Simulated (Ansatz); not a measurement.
Relaxed bulk SiC, space group F-43m (No. 216):

```cif
data_structure
_symmetry_space_group_name_H-M 'P 1'
_symmetry_Int_Tables_number 1
_cell_length_a 3.0804
_cell_length_b 3.0804
_cell_length_c 3.0804
_cell_angle_alpha 60.000
_cell_angle_beta 60.000
_cell_angle_gamma 60.000
_cell_volume 20.67
loop_
_atom_site_label
_atom_site_type_symbol
_atom_site_fract_x
_atom_site_fract_y
_atom_site_fract_z
_atom_site_occupancy
Si1 Si 0.00000 0.00000 0.00000 1
C1 C 0.75000 0.75000 0.75000 1
```

The calculation used Ansatz 0.2.0, DFT r2SCAN, scalar-relativistic, plane waves, PAW. Cutoff 500 eV, k spacing 0.19 to 0.25 Å⁻¹, dipole correction; no spin polarisation.

Slabs with different planes and terminations (top/bottom plane) are cut from it in 1×1 cells and relaxed. Each holds whole formula units counted by Si and an excess Δn of C (negative: a deficit); ΔE is its energy over those formula units in the bulk and the excess in the standard state of C. The formation energy of SiC is -0.599 eV a formula unit (uncorrected), so Δμ(C) runs from -0.599 eV to 0 if no other compound intervenes.

```
                slab A (Å²)  Δn(C)  ΔE (eV)
  (100) Si/Si, Si6C5    9.49  -1.00    4.125
 (210) Si/C, Si12C12   21.22      0   10.977
(110) SiC/SiC, Si8C8   13.42      0    5.338
(210) Si/Si, Si12C11   21.22  -1.00    8.572
```

(1) Work out each slab's surface energy at the C-rich and C-poor ends.

(2) Does the lowest surface change with the conditions?

Only the planes named were cut, so another facet can lie lower still. Reconstructions in larger cells weren't sought.

Answers

(1) γ = [ΔE − Δn·Δμ(C)]/(2A) × 16.02 J/m² per eV/Å², the mean of both faces:

```csv
slab,C-rich (J/m²),C-poor (J/m²)
"(100) Si/Si, Si6C5",3.48,2.98
"(210) Si/C, Si12C12",4.14,4.14
"(110) SiC/SiC, Si8C8",3.19,3.19
"(210) Si/Si, Si12C11",3.24,3.01
```

(2) Yes: among these slabs (110) SiC/SiC, Si8C8 is lowest at the C-rich end and (100) Si/Si, Si6C5 at the C-poor end. Their lines cross where (ΔE − Δn·Δμ)/A is equal, at Δμ(C) = -0.35 eV, with γ = 3.19 J/m²; near there (210) Si/Si, Si12C11 lies lower still.